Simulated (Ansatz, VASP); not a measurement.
# Two plane-wave programs on Al

```
Al
1.0
     4.54673    0.00000    0.00000
    -2.27337    3.93758    0.00000
     0.00000    0.00000    2.75393
Al
2
Direct
  0.33333 0.66667 0.50000
  0.66667 0.33333 0.50000
```

Alike in both runs: functional PBE; k mesh 15 × 15 × 20; occupations gaussian, width 0.1 eV; no spin polarisation.

Ansatz relaxed the structure, and its values are those at the end. VASP's run is a single point on that final structure, the one shown.

|  | VASP | Ansatz |
| --- | --- | --- |
| version | VASP 6.6.1 | Ansatz 0.2.0 |
| potentials or method | VASP PAW PBE potentials, release 64 (Al) | scalar-relativistic, plane waves, PAW |
| plane-wave cutoff (eV) | 520 | 420 |
| valence electrons in the cell | 6 | 6 |

```tsv
	VASP	Ansatz	Ansatz less VASP
gap on the k mesh at the Fermi level (eV)	none	none	-
pressure (GPa)	0.0	0.0	+0.02
```

A gap of «none» marks a metal or a gap that the smearing closes.
